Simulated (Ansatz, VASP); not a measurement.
C: VASP beside Ansatz

```
C
1.0
     3.85765    0.00000    0.00000
     0.00000    3.85765    0.00000
     0.00000    0.00000    3.85765
C
8
Direct
  0.50000 0.50000 0.50000
  0.00000 0.00000 0.00000
  0.25000 0.00000 0.50000
  0.50000 0.25000 0.00000
  0.50000 0.75000 0.00000
  0.75000 0.00000 0.50000
  0.00000 0.50000 0.75000
  0.00000 0.50000 0.25000
```

Alike in both runs: functional PBE; k mesh 4 × 4 × 4; occupations gaussian, width 0.1 eV; no spin polarisation.

Ansatz relaxed the structure, and its values are those at the end. VASP's run is a single point on that final structure, the one shown.

|  | VASP | Ansatz |
| --- | --- | --- |
| version | VASP 6.6.1 | Ansatz 0.2.0 |
| potentials or method | VASP PAW PBE potentials, release 64 (C) | scalar-relativistic, plane waves, PAW |
| plane-wave cutoff (eV) | 520 | 420 |
| valence electrons in the cell | 32 | 32 |

|  | VASP | Ansatz | Ansatz less VASP |
| --- | --- | --- | --- |
| gap on the k mesh at the Fermi level (eV) | none | none | - |
| pressure (GPa) | 0.1 | 0.0 | -0.09 |

A gap of «none» marks a metal or a gap that the smearing closes. The functional is the same, so the differences come from potentials, cutoffs and numerics.

Caveats: the k mesh is coarse (spacing up to 0.41 Å⁻¹), so the values aren't converged.
